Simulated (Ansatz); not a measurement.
HfH₃: distorted cells

Computed with DFT PBEsol, scalar-relativistic, plane waves, PAW (Ansatz 0.2.0).

Settings: cutoff 420 eV, Γ-centred mesh 20×20×20 on the computed 4-atom cell, Gaussian smearing of 0.10 eV; no spin polarisation.

Reference cell:

```
Hf H
1.0
    -1.52651    1.52651    3.03403
     1.52651   -1.52651    3.03403
     1.52651    1.52651   -3.03403
Hf H
1 3
Cartesian
  0.0000 0.0000 0.0000
  0.0000 1.5265 1.5170
  1.5265 0.0000 1.5170
  0.0000 0.0000 3.0340
```

Each variant moves atoms of this cell by the vectors given, if any (Å), and then applies a symmetric strain (tensor components, Cartesian axes). The reference cell isn't relaxed at this level. Energies are per atom at zero smearing, counted from the lowest variant. Pressure is positive in compression.

1. strain (xx yy zz yz xz xy, %) -0.59 -0.59 5.41 0.00 0.00 0.00
2. strain (xx yy zz yz xz xy, %) 0.45 0.45 6.45 0.00 0.00 0.00
3. strain (xx yy zz yz xz xy, %) 0.86 0.86 9.86 0.00 0.00 0.00

```json
{"result": "A", "ΔE (meV/atom)": "12.6", "P (GPa)": "-10.61"}
{"result": "B", "ΔE (meV/atom)": "0.0", "P (GPa)": "-7.12"}
{"result": "C", "ΔE (meV/atom)": "46.9", "P (GPa)": "-13.54"}
```

(1) Which variant gave which result?

Spin–orbit coupling is left out, which can shift energies with elements as heavy as these.

## Answers

(1) A is 2, B is 1, C is 3. The pressure falls as the cell grows: from the smallest volume to the largest the variants are 1, 2, 3.